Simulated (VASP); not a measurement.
Wanted: the native input for a VASP 6.6.1 run.

- Task: relaxation of cell and atoms
- Functional: PBE
- Potentials or basis: VASP PAW PBE potentials, release 64 (S, Zr_sv)
- Cutoff: 600 eV
- k mesh: 9 × 9 × 1
- Occupations: gaussian, width 0.03 eV
- Spin: no spin polarisation
- Further INCAR settings: ALGO = Normal; EDIFF = 1e-06; IBRION = 2; EDIFFG = -0.01; NSW = 90; ISIF = 3

The structure of ZrS2 lies in POSCAR:

```
ZrS2
1.0
    3.6913825500      0.0000000000      0.0000000000
   -1.8456912700      3.1968310600      0.0000000000
    0.0000000000      0.0000000000     26.9155419100
S Zr
4 2
Direct
    0.6666666700      0.3333333400      0.3343793000
    0.3333333300      0.6666666600      0.4411750300
    0.6666666700      0.3333333400      0.5588249700
    0.3333333300      0.6666666600      0.6656207000
    0.0000000000      0.0000000000      0.3877771600
    0.0000000000      0.0000000000      0.6122228400
```

The input as run:

INCAR

```
PREC     = Accurate       # precision mode
ENCUT    = 600            # plane-wave cutoff, eV
EDIFF    = 1E-6           # SCF threshold, eV
ISMEAR   = 0              # smearing method
SIGMA    = 0.03           # smearing width, eV
LREAL    = False          # projectors in reciprocal space
LASPH    = True           # aspherical terms in the spheres
NELM     = 80             # most SCF steps
ALGO     = Normal         # electronic algorithm
ISIF     = 3              # what is computed and relaxed
LWAVE    = False          # write WAVECAR
LCHARG   = False          # write CHGCAR
GGA      = PE             # functional
IBRION   = 2              # ionic algorithm
NSW      = 90             # ionic steps
EDIFFG   = -0.01          # ionic threshold
LATTICE_CONSTRAINTS= .TRUE. .TRUE. .FALSE.
```

KPOINTS

```
regular mesh
0
Gamma
  9 9 1
```

Potentials or basis: VASP PAW PBE potentials, release 64 (S, Zr_sv).

Command:

```console
$ cat potpaw_PBE.64/S/POTCAR potpaw_PBE.64/Zr_sv/POTCAR > POTCAR
$ mpirun -np 1 vasp_std > vasp.out
```

Results of the run:

```
Relaxed volume                         : 52.74 Å³/atom
Relaxed cell                           : a = 3.685 Å, b = 3.685 Å, c = 26.916 Å, α = 90.00°, β = 90.00°, γ = 120.00°
Space group after relaxing (to 0.05 Å) : P-3m1 (No. 164)
Energy gained by relaxing              : 2.8 meV/atom
Ionic steps                            : 42
Largest force after relaxing           : 0.008 eV/Å
Band gap on the k mesh                 : 1.18 eV, indirect (least direct gap 1.69 eV)
```

Caveat: without dispersion, layers of such crystals drift apart on relaxing, which shifts levels and gaps; volumes and pressures include the vacuum.

Run time: 31 min on 1 thread of AMD EPYC 9R45 96-Core Processor (Zen 5), with other jobs on the host, peak memory 0.53 GiB.
